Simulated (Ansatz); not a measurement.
SnTe under changes of volume

One of the cells (47.091 Å³/atom); the others are scaled copies at fixed shape and fractional positions:

```
Te Sn
1.0
     0.00000    3.61115    3.61115
     3.61115    0.00000    3.61115
     3.61115    3.61115    0.00000
Te Sn
1 1
Direct
  0.25000 0.25000 0.25000
  0.00000 0.00000 0.00000
```

Measurements of this composition are mostly on another form, of space group No. 225.

- Program: Ansatz 0.2.0
- Functional: PBE0
- Potentials or basis: Ansatz PAW
- Cutoff: 420 eV (not typed: the program's choice for these potentials)
- k mesh: 4 × 4 × 4
- Occupations: fermi-dirac, width 0.05 eV
- Spin: no spin polarisation

| volume (Å³/atom) | energy over the lowest point (meV/atom) | pressure (GPa) | gap on the mesh (eV) |
| --- | --- | --- | --- |
| 44.265 | 6.03 | 1.1 | 0.73 |
| 45.207 | 1.26 | 0.5 | 0.81 |
| 46.149 | 0.00 | -0.1 | 0.89 |
| 47.091 | 1.92 | -0.6 | 0.96 |
| 48.033 | 6.66 | -1.0 | 1.02 |
| 48.974 | ? | ? | ? |
| 49.916 | 23.75 | -1.8 | 1.14 |

Problem. What does the run at 48.974 Å³/atom give?

Solution. Energy over the lowest point 14.03 meV/atom; pressure -1.5 GPa; gap on the mesh 1.09 eV.

Worked out: A Birch-Murnaghan fit of order 3 (a polynomial in V^(-2/3)) to the other rows has its minimum at 46.04 Å³/atom with B0 = V·E''(V) = 27 GPa and B' = 3.8. It gives 14.03 meV/atom at 48.974 Å³/atom, against the run's 14.03, and -dE/dV = -1.5 GPa, against -1.5. A straight line through the other rows of the gap, of slope 3.41 eV per unit of ln V, gives 1.08 eV, against the run's 1.09.

Energies are extrapolated to zero smearing.

Caveats: spin-orbit coupling is left out, which moves the levels of the heavy elements; the PAW data sets come from PBE, with cores solved anew for the run's functional, which leaves a small shift of forces and pressure; the thresholds are loose for stress.

A mesh can miss the band edges.
